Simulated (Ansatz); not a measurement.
**Ta: properties at the relaxed cell**

One table from this session's results is given with a row withheld; the runs are named, their logs left out.

Method: DFT r2SCAN, scalar-relativistic, plane waves, PAW, in Ansatz 0.2.0.

1 further run of the same task is left out (set aside as unsound or not needed).

**Starting point**

It takes space group Im-3m (No. 229, cubic). The conventional cell has a = 3.305 Å, b = 3.305 Å, c = 3.305 Å, α = 90.00°, β = 90.00°, γ = 90.00°. Ta (site symmetry m-3m) has 8 Ta at 2.86 Å as nearest neighbours.

Structure file:

```xyz
1
Lattice="-1.6523 1.6523 1.6523 1.6523 -1.6523 1.6523 1.6523 1.6523 -1.6523" Properties=species:S:1:pos:R:3 pbc="T T T"
Ta    0.0000    0.0000    0.0000
```

This cell was relaxed beforehand with the same method: volume 18.04 Å³/atom, gap on the mesh none (metal).

Set-up of the first run:

Contents of input.yaml:

```yaml
crystal:
  lattice:
    - [-1.6522866616, 1.6522866616, 1.6522866616]
    - [1.6522866616, -1.6522866616, 1.6522866616]
    - [1.6522866616, 1.6522866616, -1.6522866616]
  atoms:
    - { symbol: Ta, position: [0.0, 0.0, 0.0] }
basis:
  ecutwfc: 500
kpoints:
  mp_grid: { grid: [18, 18, 18] }
  band_path:
    path:
      - [[0.0, 0.0, 0.0], [0.5, -0.5, 0.5], [0.0, 0.0, 0.5], [0.0, 0.0, 0.0], [0.25, 0.25, 0.25], [0.5, -0.5, 0.5]]
      - [[0.25, 0.25, 0.25], [0.0, 0.0, 0.5]]
    npoints: 14
hamiltonian:
  xc: r2scan
scf:
  occupations: { method: gaussian, width: 0.1 }
  n_extra_bands: 6
output:
  forces: true
  stress: true
  eigenvalues: true
  populations: true
  dos: { projected: true, de: 0.02, nscf_kmesh: { grid: [27, 27, 27] } }
  bader: true
  write_density: true
  write_potential: true
  elf: true
  volumetric_format: npy
```

Started as:

```
$ ansatz run input.yaml --threads 1 --pin off --max-ram 2560MiB --backend cpu --events-out ev --progress --plain --runs-dir out
```

Among the steps run: Electronic structure at the relaxed geometry; The cell as listed, for comparison; Point at V/V0 = 0.97; Volume × 1.03; The cell scaled to 0.94 of its volume; Point at V/V0 = 1.06; Volume × 0.91; Point at V/V0 = 1.10; Volume × 0.88.

One table of the session follows, with a row left open; its other results are not shown here.

| volume (Å³/atom) | energy above the lowest point (meV/atom) | pressure (GPa) |
| --- | --- | --- |
| 15.878 | 198.9 | 32.77 |
| 16.419 | 106.1 | 22.53 |
| 16.961 | 45.0 | 13.94 |
| 17.502 | 10.7 | 6.51 |
| 18.043 | 0.0 | 0.00 |
| 18.585 | 10.1 | -5.66 |
| 19.126 | ? | ? |
| 19.848 | 98.7 | -16.10 |

Estimate the missing values for volume (Å³/atom) = 19.126.

Worked estimate for «energy above the lowest point (meV/atom)». A straight line through the neighbours (18.585, 10.1) and (19.848, 98.7) gives 10.1 + (98.7 − 10.1) × (19.126 − 18.585) / (19.848 − 18.585) = 48.1; a parabola fitted to 3 rows on both sides gives 36.9.

As computed: energy above the lowest point (meV/atom): 38.0; pressure (GPa): -10.56. In «energy above the lowest point (meV/atom)» the line misses by +10.1 and the parabola by -1.1.
